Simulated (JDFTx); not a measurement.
# TaN (Fm-3m) in JDFTx: a series of runs

One crystal, TaN, is run at these levels: RPBE; tasks: equation of state.

Program: JDFTx 1.7.0 (patched build). These are calculated values, not measurements. Logs are shortened: lines on timing, memory, paths and dates and some standing lists are left out, and cuts for length are marked. The log counts tension as positive stress, the text compression.

## Step 1: The crystal as given

The structure is cubic, space group Fm-3m (No. 225). The conventional cell has a = 4.423 Å, b = 4.423 Å, c = 4.423 Å, α = 90.00°, β = 90.00°, γ = 90.00°. Around Ta (site symmetry m-3m) lie 6 N at 2.21 Å. N (site symmetry m-3m) has 6 Ta at 2.21 Å as nearest neighbours.

The cell comes from a database or a generator and needn't be the stable form of this composition.

## Step 2: Equation of state, RPBE, 10.16 Å³/atom (volume scaled by 0.94)

File TaN.in:

```
include TaN.lattice
coords-type Lattice
include TaN.ionpos

ion-species pseudo/Ta.upf
ion-species pseudo/N.upf
elec-cutoff 42 336
elec-ex-corr gga-x-rpbe gga-c-pbe
kpoint-folding 10 10 10
elec-smearing Fermi 0.0018374661
elec-n-bands 15
electronic-SCF nIterations 100 energyDiffThreshold 1e-09
electronic-minimize nIterations 30 energyDiffThreshold 1e-7
forces-output-coords Cartesian

dump-name run.$VAR
dump End Ecomponents EigStats BandEigs Kpoints Forces Stress ElecDensity Dtot KEdensity
```

File TaN.lattice:

```
lattice \
    0.0000000000     4.0934893795     4.0934893795 \
    4.0934893795     0.0000000000     4.0934893795 \
    4.0934893795     4.0934893795     0.0000000000
```

File TaN.ionpos:

```
ion Ta     0.5000000000     0.5000000000     0.5000000000 1
ion N      0.0000000000     0.0000000000     0.0000000000 1
```

Potentials or basis: PseudoDojo-SR-PBE-0.5-standard.

Launch:

```bash
> jdftx -c 1 -i TaN.in -o TaN.out
```

Standard output:

```text
*************** JDFTx 1.7.0 (patched build) ***************

[... 9 lines left out ...]
---------- Initializing the Grid ----------
R =
[            0      4.09349      4.09349  ]
[      4.09349            0      4.09349  ]
[      4.09349      4.09349            0  ]
unit cell volume = 137.186
G =
[  -0.767461   0.767461   0.767461  ]
[   0.767461  -0.767461   0.767461  ]
[   0.767461   0.767461  -0.767461  ]
Minimum fftbox size, Smin = [  48  48  48  ]
Chosen fftbox size, S = [  48  48  48  ]

---------- Initializing tighter grid for wavefunction operations ----------
R =
[            0      4.09349      4.09349  ]
[      4.09349            0      4.09349  ]
[      4.09349      4.09349            0  ]
unit cell volume = 137.186
G =
[  -0.767461   0.767461   0.767461  ]
[   0.767461  -0.767461   0.767461  ]
[   0.767461   0.767461  -0.767461  ]
Minimum fftbox size, Smin = [  36  36  36  ]
Chosen fftbox size, S = [  36  36  36  ]

---------- Exchange Correlation functional ----------
Initialized LibXC exchange functional 'Hammer, Hansen, and Norskov'
Initialized LibXC correlation functional 'Perdew, Burke & Ernzerhof'

---------- Setting up pseudopotentials ----------
Width of ionic core gaussian charges (only for fluid interactions / plotting) set to 0

Reading pseudopotential file 'pseudo/Ta.upf':
  'Ta' pseudopotential, 'PBE' functional
  Generated using ONCVPSP code by D. R. Hamann
  13 valence electrons, 4 orbitals, 8 projectors, 1001 radial grid points, with lMax = 3
    5S    l: 0   occupation:  2.0   eigenvalue: -2.682802
    5P    l: 1   occupation:  6.0   eigenvalue: -1.447891
    5D    l: 2   occupation:  3.0   eigenvalue: -0.131962
    6S    l: 0   occupation:  2.0   eigenvalue: -0.200010
  Core radius for overlap checks: 2.22 bohrs.

Reading pseudopotential file 'pseudo/N.upf':
  'N' pseudopotential, 'PBE' functional
  Generated using ONCVPSP code by D. R. Hamann
  5 valence electrons, 2 orbitals, 4 projectors, 1001 radial grid points, with lMax = 1
    2S    l: 0   occupation:  2.0   eigenvalue: -0.682907
    2P    l: 1   occupation:  3.0   eigenvalue: -0.260548
  Core radius for overlap checks: 1.31 bohrs.

Initialized 2 species with 2 total atoms.

Folded 1 k-points by 10x10x10 to 1000 k-points.

---------- Setting up k-points, bands, fillings ----------
Reduced to 47 k-points under symmetry.
Computing the number of bands and number of electrons
Calculating initial fillings.
nElectrons:  18.000000   nBands: 15   nStates: 47

----- Setting up reduced wavefunction bases (one per k-point) -----
average nbasis = 1783.739 , ideal nbasis = 1783.524

---------- Setting up ewald sum ----------
Optimum gaussian width for ewald sums = 1.859192 bohr.
Real space sum over 1331 unit cells with max indices [  5  5  5  ]
Reciprocal space sum over 2197 terms with max indices [  6  6  6  ]

---------- Allocating electronic variables ----------
Initializing wave functions:  linear combination of atomic orbitals
Note: number of bands (15) exceeds available atomic orbitals (14)
Ta pseudo-atom occupations:   s ( 2 2 )  p ( 6 )  d ( 3 )
N pseudo-atom occupations:   s ( 2 )  p ( 3 )
	FillingsUpdate:  mu: +0.856822430  nElectrons: 18.000000
LCAOMinimize: Iter:   0  F: -68.8603577002087803  |grad|_K:  8.586e-03  alpha:  1.000e+00
	FillingsUpdate:  mu: +0.866070120  nElectrons: 18.000000
LCAOMinimize: Iter:   1  F: -68.9908078401923603  |grad|_K:  3.309e-03  alpha:  2.282e-01  linmin: -4.454e-01  cgtest:  9.138e-01
LCAOMinimize: Encountered beta<0, resetting CG.
[... 13 lines of inner loops ...]
LCAOMinimize: Iter:   6  F: -69.0103771885019910  |grad|_K:  6.703e-07  alpha:  3.287e-01  linmin:  2.208e-04  cgtest: -2.167e-04
	FillingsUpdate:  mu: +0.864662318  nElectrons: 18.000000
LCAOMinimize: Iter:   7  F: -69.0103771906422878  |grad|_K:  2.475e-08  alpha:  9.109e-01  linmin:  1.363e-01  cgtest: -3.311e-01
LCAOMinimize: Converged (|Delta F|<1.000000e-06 for 2 iters).

-------- Electronic minimization -----------
Will mix electronic density at each iteration.
	FillingsUpdate:  mu: +0.864662318  nElectrons: 18.000000
	FillingsUpdate:  mu: +0.846290952  nElectrons: 18.000000
SCF: Cycle:  0   F: -69.074138980461314   dF: -6.376e-02   |Residual|: 9.602e-02   |deigs|: 7.508e-02
	FillingsUpdate:  mu: +0.839598277  nElectrons: 18.000000
SCF: Cycle:  1   F: -69.077516941672272   dF: -3.378e-03   |Residual|: 3.408e-02   |deigs|: 1.148e-02
	FillingsUpdate:  mu: +0.836535993  nElectrons: 18.000000
SCF: Cycle:  2   F: -69.078063082916529   dF: -5.461e-04   |Residual|: 1.371e-02   |deigs|: 6.562e-03
	FillingsUpdate:  mu: +0.835194070  nElectrons: 18.000000
SCF: Cycle:  3   F: -69.078107487064983   dF: -4.440e-05   |Residual|: 3.196e-03   |deigs|: 2.060e-03
	FillingsUpdate:  mu: +0.835474823  nElectrons: 18.000000
SCF: Cycle:  4   F: -69.078108963432939   dF: -1.476e-06   |Residual|: 9.265e-04   |deigs|: 5.277e-04
	FillingsUpdate:  mu: +0.835344913  nElectrons: 18.000000
SCF: Cycle:  5   F: -69.078109367741916   dF: -4.043e-07   |Residual|: 3.184e-04   |deigs|: 2.046e-04
	FillingsUpdate:  mu: +0.835365363  nElectrons: 18.000000
SCF: Cycle:  6   F: -69.078109415761944   dF: -4.802e-08   |Residual|: 8.218e-05   |deigs|: 2.876e-05
	FillingsUpdate:  mu: +0.835374297  nElectrons: 18.000000
SCF: Cycle:  7   F: -69.078109419444061   dF: -3.682e-09   |Residual|: 1.088e-05   |deigs|: 1.606e-05
	FillingsUpdate:  mu: +0.835374575  nElectrons: 18.000000
SCF: Cycle:  8   F: -69.078109419920580   dF: -4.765e-10   |Residual|: 8.134e-06   |deigs|: 7.548e-06
	FillingsUpdate:  mu: +0.835374323  nElectrons: 18.000000
SCF: Cycle:  9   F: -69.078109420104013   dF: -1.834e-10   |Residual|: 2.480e-06   |deigs|: 1.403e-05
SCF: Converged (|Delta E|<1.000000e-09 for 2 iters).

Setting wave functions to eigenvectors of Hamiltonian

# Stress tensor in Cartesian coordinates [Eh/a0^3]:
[ -0.000860902            0            0  ]
[            0 -0.000860902            0  ]
[            0            0 -0.000860902  ]

# Ionic positions in lattice coordinates:
ion Ta   0.500000000000000   0.500000000000000   0.500000000000000 1
ion N   0.000000000000000   0.000000000000000   0.000000000000000 1

# Forces in Cartesian coordinates:
force Ta   0.000000000000000  -0.000000000000000  -0.000000000000000 1
force N   0.000000000000000  -0.000000000000000   0.000000000000000 1

# Energy components:
   Eewald =      -62.9736895478523451
       EH =        7.2527095902789878
     Eloc =      -30.0326362897787611
      Enl =        3.6415850926442812
      Exc =      -18.0237924284581048
 Exc_core =        6.4872082834408502
       KE =       24.5706890233164721
-------------------------------------
     Etot =      -69.0779262764086184
       TS =        0.0001831436954014
-------------------------------------
        F =      -69.0781094201040133

IonicMinimize: Iter:   0  F: -69.078109420104013  |grad|_K:  8.899e-41
IonicMinimize: Converged (|grad|_K<1.000000e-04).

#--- Lowdin population analysis ---
# oxidation-state Ta +0.768
# oxidation-state N -0.697

Dumping 'run.eigStats' ...
	eMin: -1.723183 at state 0 ( [ +0.000000 +0.000000 +0.000000 ] spin 0 )
	HOMO: +0.830673 at state 45 ( [ +0.200000 +0.400000 -0.300000 ] spin 0 )
	mu  : +0.835374
	LUMO: +0.836683 at state 38 ( [ +0.100000 +0.300000 -0.300000 ] spin 0 )
	eMax: +1.346826 at state 16 ( [ +0.000000 +0.200000 +0.300000 ] spin 0 )
	HOMO-LUMO gap: +0.006010
	Optical gap  : +0.013636 at state 12 ( [ +0.000000 +0.100000 -0.300000 ] spin 0 )
Done!
[note: the HOMO, LUMO and gaps printed at the end count levels as full or empty at half filling, so they show a gap where a level is partly filled]
```

Wall time 1.7 min (1 thread of Arm Neoverse N1, shared host); peak memory 0.11 GiB.

Results:

| Quantity | Value |
| --- | --- |
| Free energy | -1879.7111 eV |
| Pressure | 25.3 GPa |
| Band gap on the k mesh | none (metal or under the smearing width) |
| Loewdin charges | Ta +0.77; N -0.70 e |

Caveat: the potentials were made for another functional, which shifts forces and pressure.

## Step 3: Equation of state, RPBE, 10.38 Å³/atom (volume scaled by 0.96)

TaN.in is that of step 2.

File TaN.lattice:

```
lattice \
    0.0000000000     4.1223177192     4.1223177192 \
    4.1223177192     0.0000000000     4.1223177192 \
    4.1223177192     4.1223177192     0.0000000000
```

TaN.ionpos is that of step 2.

Potentials or basis: PseudoDojo-SR-PBE-0.5-standard.

Launch:

```bash
> jdftx -c 1 -i TaN.in -o TaN.out
```

Wall time 1.8 min (1 thread of Arm Neoverse N1, shared host); peak memory 0.12 GiB.

The run converged. Its results:

| Quantity | Value |
| --- | --- |
| Free energy | -1879.7678 eV |
| Pressure | 16.8 GPa |
| Band gap on the k mesh | none (metal or under the smearing width) |
| Loewdin charges | Ta +0.78; N -0.71 e |

Caveat: the potentials were made for another functional, which shifts forces and pressure.

## Step 4: Equation of state, RPBE, 10.60 Å³/atom (volume scaled by 0.98)

TaN.in is that of step 3.

File TaN.lattice:

```
lattice \
    0.0000000000     4.1507483951     4.1507483951 \
    4.1507483951     0.0000000000     4.1507483951 \
    4.1507483951     4.1507483951     0.0000000000
```

TaN.ionpos is that of step 3.

Launch:

```bash
> jdftx -c 1 -i TaN.in -o TaN.out
```

It took 1.9 min on 1 thread of Arm Neoverse N1, shared host; peak memory 0.12 GiB.

Results (log left out):

```
Free energy            : -1879.8026 eV
Pressure               : 9.1 GPa
Band gap on the k mesh : none (metal or under the smearing width)
Loewdin charges        : Ta +0.79; N -0.72 e
```

Caveat: the potentials were made for another functional, which shifts forces and pressure.

## Step 5: Equation of state, RPBE, 10.81 Å³/atom

TaN.in is that of step 4.

File TaN.lattice:

```
lattice \
    0.0000000000     4.1787948431     4.1787948431 \
    4.1787948431     0.0000000000     4.1787948431 \
    4.1787948431     4.1787948431     0.0000000000
```

TaN.ionpos is that of step 4.

Launch:

```bash
> jdftx -c 1 -i TaN.in -o TaN.out
```

Wall time 1.9 min (1 thread of Arm Neoverse N1, shared host); peak memory 0.12 GiB.

Results (log left out):

```
Free energy            : -1879.8177 eV
Pressure               : 2.2 GPa
Band gap on the k mesh : none (metal or under the smearing width)
Loewdin charges        : Ta +0.80; N -0.73 e
```

Caveat: the potentials were made for another functional, which shifts forces and pressure.

## Step 6: Equation of state, RPBE, 11.03 Å³/atom (volume scaled by 1.02)

TaN.in is that of step 5.

File TaN.lattice:

```
lattice \
    0.0000000000     4.2064697877     4.2064697877 \
    4.2064697877     0.0000000000     4.2064697877 \
    4.2064697877     4.2064697877     0.0000000000
```

TaN.ionpos is that of step 5.

Potentials or basis: PseudoDojo-SR-PBE-0.5-standard.

Launch:

```bash
> jdftx -c 1 -i TaN.in -o TaN.out
```

Run time: 2 min. Hardware: 1 thread of Arm Neoverse N1, shared host; peak memory 0.13 GiB.

It converged, with:

```
Free energy            : -1879.8152 eV
Pressure               : -4.0 GPa
Band gap on the k mesh : none (metal or under the smearing width)
Loewdin charges        : Ta +0.81; N -0.73 e
```

Caveat: the potentials were made for another functional, which shifts forces and pressure.

## Step 7: Equation of state, RPBE, 11.25 Å³/atom (volume scaled by 1.04)

TaN.in is that of step 6.

File TaN.lattice:

```
lattice \
    0.0000000000     4.2337852918     4.2337852918 \
    4.2337852918     0.0000000000     4.2337852918 \
    4.2337852918     4.2337852918     0.0000000000
```

TaN.ionpos is that of step 6.

Launch:

```bash
> jdftx -c 1 -i TaN.in -o TaN.out
```

Wall time 1.9 min (1 thread of Arm Neoverse N1, shared host); peak memory 0.13 GiB.

Results (log left out):

```
Free energy            : -1879.7969 eV
Pressure               : -9.5 GPa
Band gap on the k mesh : none (metal or under the smearing width)
Loewdin charges        : Ta +0.81; N -0.74 e
```

Caveat: the potentials were made for another functional, which shifts forces and pressure.

## Step 8: Equation of state, RPBE, 11.46 Å³/atom (volume scaled by 1.06)

TaN.in is that of step 7.

File TaN.lattice:

```
lattice \
    0.0000000000     4.2607528042     4.2607528042 \
    4.2607528042     0.0000000000     4.2607528042 \
    4.2607528042     4.2607528042     0.0000000000
```

TaN.ionpos is that of step 7.

Launch:

```bash
> jdftx -c 1 -i TaN.in -o TaN.out
```

It took 1.9 min on 1 thread of Arm Neoverse N1, shared host; peak memory 0.13 GiB.

It converged, with:

```yaml
Free_energy: -1879.7644 eV
Pressure: -14.5 GPa
Band_gap_on_the_k_mesh: none (metal or under the smearing width)
Loewdin_charges: Ta +0.82; N -0.75 e
```

Caveat: the potentials were made for another functional, which shifts forces and pressure.

## Step 9: Equation of state, RPBE

Potentials or basis: PseudoDojo-SR-PBE-0.5-standard.

No new run: the results of the series are fitted here.

What came out:

```
Equilibrium volume                      : 10.89 Å³/atom
Bulk modulus                            : 316 GPa
Pressure derivative of the bulk modulus : 4.4
```

Energy against volume, from the lowest point:
```csv
volume (Å³/atom),energy (meV/atom)
10.164,53.29
10.381,24.96
10.597,7.57
10.813,0.00
11.030,1.24
11.246,10.39
11.462,26.63
```

Caveat: the potentials were made for another functional, which shifts forces and pressure. The run has no spin-orbit coupling, so splittings on Ta are missing.
